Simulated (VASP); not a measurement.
# InP (F-43m) in VASP: notebook

Runs on InP. Level: PBE+D3(BJ). Tasks: single point.

Everything below comes from runs of VASP 6.6.1. Logs are shortened: lines on timing, memory, paths and dates and some standing lists are left out, and cuts for length are marked.

**Measured values to compare with.**

From a printed reference work, data compilation, for a bulk crystal of InP at 1.6 K: band gap 1.4236 eV (direct).

The results are compared with them further down.

### Step 1. The cell of the first run

It takes space group F-43m (No. 216, cubic). The conventional cell has a = 5.909 Å, b = 5.909 Å, c = 5.909 Å, α = 90.00°, β = 90.00°, γ = 90.00°. Within 3.4 Å of In (site symmetry -43m) lie 4 P at 2.56 Å. P (site symmetry -43m) has 4 In at 2.56 Å within 3.4 Å.

### Step 2. Single point, PBE+D3(BJ)

File INCAR:

```
PREC     = Accurate       # precision mode
ENCUT    = 500            # plane-wave cutoff, eV
EDIFF    = 1E-6           # SCF threshold, eV
ISMEAR   = 0              # smearing method
SIGMA    = 0.01           # smearing width, eV
LREAL    = F              # projectors in reciprocal space
LASPH    = T              # aspherical terms in the spheres
NELM     = 120            # most SCF steps
ALGO     = Normal         # electronic algorithm
ISIF     = 2              # what is computed and relaxed
LWAVE    = F              # write WAVECAR
LCHARG   = F              # write CHGCAR
GGA      = PE             # functional
IVDW     = 12             # dispersion correction
NBANDS   = 16             # bands
GGA_COMPAT= F
```

File KPOINTS:

```
Automatic mesh
0
Gamma
  7 7 7
```

File POSCAR:

```
InP
1.0
    0.0000000000      2.9547201066      2.9547201066
    2.9547201066      0.0000000000      2.9547201066
    2.9547201066      2.9547201066      0.0000000000
In P
1 1
Direct
    0.0000000000      0.0000000000      0.0000000000
    0.2500000000      0.2500000000      0.2500000000
```

Potentials or basis: VASP PAW PBE potentials, release 64 (In_d, P).

Started as:

```console
cat potpaw_PBE.64/In_d/POTCAR potpaw_PBE.64/P/POTCAR > POTCAR
mpirun -np 1 vasp_std > vasp.out
```

OUTCAR:

```text
PREC = Accurate
   ENCUT = 500
   EDIFF = 1E-6
   ISMEAR = 0
   LREAL = F
   LASPH = T
   NELM = 120
   ISIF = 2
   GGA = PE
   IVDW = 12
 IVDW          = 12

 ion  position               nearest neighbor table
   1  0.000  0.000  0.000-   2 2.56   2 2.56   2 2.56   2 2.56
   2  0.250  0.250  0.250-   1 2.56   1 2.56   1 2.56   1 2.56

  LATTYP: Found a face centered cubic cell.
 ALAT       =     5.9094402132

  Lattice vectors:

 A1 = (   0.0000000000,   2.9547201066,   2.9547201066)
 A2 = (   2.9547201066,   0.0000000000,   2.9547201066)
 A3 = (   2.9547201066,   2.9547201066,   0.0000000000)

Analysis of symmetry for initial positions (statically):
=====================================================================
 Subroutine PRICEL returns:
 Original cell was already a primitive cell.

 Routine SETGRP: Setting up the symmetry group for a
 face centered cubic supercell.

 Subroutine GETGRP returns: Found 24 space group operations
 (whereof 24 operations were pure point group operations)
 out of a pool of 48 trial point group operations.

The static configuration has the point symmetry T_d .

Analysis of symmetry for dynamics (positions and initial velocities):
=====================================================================
 Subroutine PRICEL returns:
 Original cell was already a primitive cell.

 Routine SETGRP: Setting up the symmetry group for a
 face centered cubic supercell.

 Subroutine GETGRP returns: Found 24 space group operations
 (whereof 24 operations were pure point group operations)
 out of a pool of 48 trial point group operations.

The dynamic configuration has the point symmetry T_d .

 Subroutine INISYM returns: Found 24 space group operations
 (whereof 24 operations are pure point group operations),
 and found     1 'primitive' translations

----------------------------------------------------------------------------------------

                                     Primitive cell

  volume of cell :      51.5916

  direct lattice vectors                    reciprocal lattice vectors
     0.000000000  2.954720107  2.954720107    -0.169220766  0.169220766  0.169220766
     2.954720107  0.000000000  2.954720107     0.169220766 -0.169220766  0.169220766
     2.954720107  2.954720107  0.000000000     0.169220766  0.169220766 -0.169220766

  length of vectors
     4.178605248  4.178605248  4.178605248     0.293098965  0.293098965  0.293098965

  position of ions in fractional coordinates (direct lattice)
     0.000000000  0.000000000  0.000000000
     0.250000000  0.250000000  0.250000000

  ion indices of the primitive-cell ions
   primitive index   ion index
                 1           1
                 2           2

----------------------------------------------------------------------------------------

 KPOINTS: Automatic mesh

Automatic generation of k-mesh.
 Grid dimensions read from file:
 generate k-points for:    7    7    7

 Generating k-lattice:

  Cartesian coordinates                     Fractional coordinates (reciprocal lattice)
    -0.024174395  0.024174395  0.024174395     0.142857143  0.000000000  0.000000000
     0.024174395 -0.024174395  0.024174395     0.000000000  0.142857143  0.000000000
     0.024174395  0.024174395 -0.024174395     0.000000000  0.000000000  0.142857143

  Length of vectors
     0.041871281  0.041871281  0.041871281

  Shift w.r.t. Gamma in fractional coordinates (k-lattice)
     0.000000000  0.000000000  0.000000000

 Subroutine IBZKPT returns following result:
 ===========================================

 Found     20 irreducible k-points:

 Following reciprocal coordinates:
            Coordinates               Weight
  0.000000  0.000000  0.000000      1.000000
  0.142857  0.000000  0.000000      8.000000
  0.285714  0.000000  0.000000      8.000000
  0.428571  0.000000  0.000000      8.000000
  0.142857  0.142857  0.000000      6.000000
  0.285714  0.142857  0.000000     24.000000
[... 12 lines left out ...]
 -0.428571  0.428571  0.142857     24.000000
 -0.285714  0.428571  0.142857     24.000000
   k-points           NKPTS =     20   k-points in BZ     NKDIM =     20   number of bands    NBANDS=     16
   number of dos      NEDOS =    301   number of ions     NIONS =      2
   total plane-waves  NPLWV =  27000
   dimension x,y,z NGX =    30 NGY =   30 NGZ =   30
   dimension x,y,z NGXF=    60 NGYF=   60 NGZF=   60
   ions per type =               1   1
   NGX,Y,Z   is equivalent  to a cutoff of  11.94, 11.94, 11.94 a.u.
   NGXF,Y,Z  is equivalent  to a cutoff of  23.87, 23.87, 23.87 a.u.
 SYSTEM =  unknown system
   PREC   = accura    normal or accurate (medium, high low for compatibility)
   ISTART =      0    job   : 0-new  1-cont  2-samecut
   ICHARG =      2    charge: 1-file 2-atom 10-const
   ISPIN  =      1    spin polarized calculation?
   LNONCOLLINEAR =      F non collinear calculations
   LSORBIT =      F    spin-orbit coupling
   LASPH  =      T    aspherical Exc in radial PAW
   ENCUT  =  500.0 eV  36.75 Ry    6.06 a.u.   7.62  7.62  7.62*2*pi/ulx,y,z
   NELM   =    120;   NELMIN=  2; NELMDL= -5     # of ELM steps
   EDIFF  = 0.1E-05   stopping-criterion for ELM
   LREAL  =      F    real-space projection
   EDIFFG = 0.1E-04   stopping-criterion for IOM
   NSW    =      0    number of steps for IOM
   IBRION =     -1    ionic relax: 0-MD 1-quasi-New 2-CG
   NFREE  =      0    steps in history (QN), initial steepest desc. (CG)
   ISIF   =      2    stress and relaxation
   ISYM   =      2    0-nonsym 1-usesym 2-fastsym
   POTIM  = 0.5000    time-step for ionic-motion
   TEBEG  =    0.0;   TEEND  =   0.0 temperature during run
   PSTRESS=    0.0 pullay stress
   NELECT =      18.0000    total number of electrons
   NUPDOWN=      -1.0000    fix difference up-down
   EMIN   =  10.00;   EMAX   =-10.00  energy-range for DOS
   EFERMI =   0.00;   METHOD = LEGACY
   ISMEAR =     0;   SIGMA  =   0.01  broadening in eV -4-tet -1-fermi 0-gaus
   EFERMI_NEDOS =   21; number of points for ismear=-14 and -15
   IALGO  =     38    algorithm
   IMIX   =      4    mixing-type and parameters
     AMIX     =   0.40;   BMIX     =  1.00
     AMIX_MAG =   1.60;   BMIX_MAG =  1.00
  volume/ion in A,a.u.               =      25.80       174.08
  Fermi-wavevector in a.u.,A,eV,Ry     =   1.152496  2.177901 18.071889  1.328246
  Thomas-Fermi vector in A             =   2.289146
   LORBIT       =      0    0 simple, 1 ext, 2 COOP (PROOUT), +10 PAW based schemes
   GGA     = PE    functional components
   LHFCALC =     F    Hartree Fock is set to
   AEXX    =    0.0000 exact exchange contribution
   IVDW    =    12    specifies the selected vdW correction
   LEPSILON=     F    determine dielectric tensor
   LRPA    =     F    only Hartree local field effects (RPA)
 non-spin polarized calculation
 Gauss-broadening in eV      SIGMA  =   0.01
  energy-cutoff  :      500.00
  volume of cell :       51.59
 maximum number of plane-waves:      1363
   NGX = 15   NGY = 15   NGZ = 15

 number of electron      17.9999995 magnetization

 Free energy of the ion-electron system (eV)
  ---------------------------------------------------
  ext. energy  EPLUGINS =         0.00000000
  ---------------------------------------------------
  free energy    TOTEN  =        -8.39698433 eV

  energy without entropy =       -8.39698433  energy(sigma->0) =       -8.39698433

 E-fermi :   5.0438     XC(G=0):  -9.1732

 val. band max:        4.9241564360   @ k =   0.0000   0.0000   0.0000
 cond. band min:       5.5006726935   @ k =   0.0000   0.0000   0.0000
 fundamental gap:      0.5765162575
 Fermi energy:         5.0438468171

 k-point     1 :       0.0000    0.0000    0.0000
  band No.  band energies     occupation
      1      -9.2172      2.00000
      2      -9.2172      2.00000
      3      -9.2172      2.00000
      4      -9.0772      2.00000
      5      -9.0772      2.00000
      6      -6.4270      2.00000
[... 8 lines left out ...]
     15      14.3332      0.00000
     16      14.3332      0.00000

 k-point     2 :       0.1429    0.0000    0.0000
  band No.  band energies     occupation
      1      -9.2388      2.00000
      2      -9.2084      2.00000
      3      -9.2084      2.00000
      4      -9.0770      2.00000
      5      -9.0770      2.00000
      6      -6.2042      2.00000
[... 8 lines left out ...]
     15      13.6194      0.00000
     16      14.2758      0.00000

 k-point     3 :       0.2857    0.0000    0.0000
  band No.  band energies     occupation
      1      -9.2850      2.00000
      2      -9.1918      2.00000
      3      -9.1918      2.00000
      4      -9.0732      2.00000
      5      -9.0732      2.00000
      6      -5.6000      2.00000
[... 8 lines left out ...]
     15      13.6404      0.00000
     16      13.8670      0.00000

 k-point     4 :       0.4286    0.0000    0.0000
  band No.  band energies     occupation
      1      -9.3198      2.00000
      2      -9.1824      2.00000
      3      -9.1824      2.00000
      4      -9.0661      2.00000
      5      -9.0661      2.00000
      6      -4.9140      2.00000
[... 8 lines left out ...]
     15      14.9943      0.00000
     16      14.9943      0.00000
[... 248 lines left out ...]
 k-point    18 :      -0.4286    0.2857    0.1429
  band No.  band energies     occupation
      1      -9.3396      2.00000
      2      -9.1702      2.00000
      3      -9.1494      2.00000
      4      -9.0874      2.00000
      5      -9.0638      2.00000
      6      -4.5120      2.00000
[... 8 lines left out ...]
     15      15.3769      0.00000
     16      16.5562      0.00000

 k-point    19 :      -0.4286    0.4286    0.1429
  band No.  band energies     occupation
      1      -9.3637      2.00000
      2      -9.1491      2.00000
      3      -9.1314      2.00000
      4      -9.1051      2.00000
      5      -9.0549      2.00000
      6      -4.2749      2.00000
[... 8 lines left out ...]
     15      16.1087      0.00000
     16      16.6972      0.00000

 k-point    20 :      -0.2857    0.4286    0.1429
  band No.  band energies     occupation
      1      -9.3542      2.00000
      2      -9.1616      2.00000
      3      -9.1322      2.00000
      4      -9.0951      2.00000
      5      -9.0632      2.00000
      6      -4.1554      2.00000
[... 8 lines left out ...]
     15      15.4045      0.00000
     16      17.2876      0.00000

------------------------ aborting loop because EDIFF is reached ----------------------------------------

 Edisp (eV)   -0.61037

 E8    (eV) :    -0.2712

  FORCE on cell =-STRESS in cart. coord.  units (eV):
  Direction    XX          YY          ZZ          XY          YZ          ZX
  --------------------------------------------------------------------------------------
  -------------------------------------------------------------------------------------
  Total      -0.18569    -0.18569    -0.18569     0.00000    -0.00000     0.00000
  in kB      -5.76662    -5.76662    -5.76662     0.00000    -0.00000     0.00000
  external pressure =       -5.77 kB  Pullay stress =        0.00 kB

 VOLUME and BASIS-vectors are now :
 -----------------------------------------------------------------------------
  energy-cutoff  :      500.00
  volume of cell :       51.59
      direct lattice vectors                 reciprocal lattice vectors
     0.000000000  2.954720107  2.954720107    -0.169220766  0.169220766  0.169220766
     2.954720107  0.000000000  2.954720107     0.169220766 -0.169220766  0.169220766
     2.954720107  2.954720107  0.000000000     0.169220766  0.169220766 -0.169220766

 POSITION                                       TOTAL-FORCE (eV/Angst)
 -----------------------------------------------------------------------------------
      0.00000      0.00000      0.00000        -0.000000     -0.000000     -0.000000
      1.47736      1.47736      1.47736         0.000000      0.000000      0.000000
 -----------------------------------------------------------------------------------
    total drift:                                0.000000      0.000000     -0.000000

  FREE ENERGIE OF THE ION-ELECTRON SYSTEM (eV)
  ---------------------------------------------------
  free  energy   TOTEN  =        -9.0073554820 eV

  energy  without entropy=       -9.0073554820  energy(sigma->0) =       -9.00735548
```

It took 30 s on 1 thread of AMD EPYC 7R43 (Zen 3), shared host; peak memory 0.14 GiB.

Results:

```
Free energy                : -9.0074 eV
Pressure                   : -0.6 GPa
Band gap on the k mesh     : 0.58 eV, direct
Dispersion energy per atom : -0.305 eV
```

Levels at points of the mesh, in eV from the valence-band top:
| k point | band 6 | band 7 | band 8 | band 9 | band 10 | band 11 | band 12 | band 13 |
| --- | --- | --- | --- | --- | --- | --- | --- | --- |
| (0.00, 0.00, 0.00) | -11.35 | 0.00 | 0.00 | 0.00 | 0.58 | 4.09 | 4.09 | 4.09 |

Caveat: three body term missing; spin-orbit coupling is left out, which moves the levels of the heavy elements.

### Step 3. Single point, PBE+D3(BJ)

This run uses another cell than the first one, of 26.42 Å³/atom, 1.024 times its volume.

File INCAR:

```
SYSTEM = InP
PREC = Accurate
ENCUT = 500
EDIFF = 1E-6
ISMEAR = 0
SIGMA = 0.01
LREAL = .FALSE.
LASPH = .TRUE.
NELM = 120
ALGO = Normal
ISIF = 2
LWAVE = .FALSE.
LCHARG = .FALSE.
GGA = PE
IVDW = 12
NBANDS = 16
GGA_COMPAT = .FALSE.
```

File KPOINTS:

```
Automatic mesh
0
G
  7 7 7
  0 0 0
```

File POSCAR:

```
InP
1.0
    0.0000000000      2.9785495236      2.9785495236
    2.9785495236      0.0000000000      2.9785495236
    2.9785495236      2.9785495236      0.0000000000
In P
1 1
Direct
    0.0000000000      0.0000000000      0.0000000000
    0.2500000000      0.2500000000      0.2500000000
```

Potentials or basis: VASP PAW PBE potentials, release 64 (In_d, P).

Started as:

```console
cat potpaw_PBE.64/In_d/POTCAR potpaw_PBE.64/P/POTCAR > POTCAR
mpirun -np 1 vasp_std > vasp.out
```

Wall time 28 s (1 thread of AMD EPYC 7R43 (Zen 3), shared host); peak memory 0.15 GiB.

The run converged. Its results:

- Free energy: -8.9975 eV
- Pressure: -2.0 GPa
- Band gap on the k mesh: 0.44 eV, direct
- Dispersion energy per atom: -0.297 eV

Levels at points of the mesh, in eV from the valence-band top:
| k point | band 7 | band 8 | band 9 | band 10 | band 11 | band 12 |
| --- | --- | --- | --- | --- | --- | --- |
| (0.00, 0.00, 0.00) | 0.00 | 0.00 | 0.00 | 0.44 | 4.09 | 4.09 |

Caveat: three body term missing; spin-orbit coupling is left out, which moves the levels of the heavy elements.

(Continued in part 2 of 2.)
